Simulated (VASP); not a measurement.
A run of VASP 6.6.1 is set up as follows.

Contents of INCAR:

```
SYSTEM = AlP
PREC = Accurate
ENCUT = 520
EDIFF = 1E-7
ISMEAR = 0
SIGMA = 0.1
LREAL = .False.
LASPH = .True.
NELM = 100
ALGO = Normal
ISIF = 2
LWAVE = .False.
LCHARG = .True.
GGA = PS
LELF = .True.
LVHAR = .True.
NBANDS = 11
```

File KPOINTS:

```
Automatic mesh
0
Gamma
  6 6 6
  0 0 0
```

Contents of POSCAR:

```
AlP
1.0
    0.0000000000      2.7255000000      2.7255000000
    2.7255000000      0.0000000000      2.7255000000
    2.7255000000      2.7255000000      0.0000000000
Al P
1 1
Direct
    0.0000000000      0.0000000000      0.0000000000
    0.2500000000      0.2500000000      0.2500000000
```

Potentials or basis: VASP PAW PBE potentials, release 64 (Al, P).

Run with:

```console
$ cat potpaw_PBE.64/Al/POTCAR potpaw_PBE.64/P/POTCAR > POTCAR
$ mpirun -np 1 vasp_std > vasp.out
```

Problem. Predict the band gap on the k mesh.

Solution. 1.42 eV, indirect (least direct gap 3.24 eV).

Problem. Estimate the pressure.

Solution. 1.0 GPa.

Caveat: the PAW data sets were made with another functional, which shifts forces and pressure a little.

**The experiment to reproduce.**

A printed reference work, data compilation reports, for a bulk crystal of AlP at 4.2 K: band gap 2.505 eV (indirect).

Against the measured gap of AlP, 2.505 eV (indirect; 4.2 K; a printed reference work, data compilation), the calculated 1.42 eV is off by -1.08 eV. The value is that of PBEsol on a finite k mesh, which can miss the band edges, without temperature or zero-point motion. Semilocal functionals fall short of measured gaps as a rule.
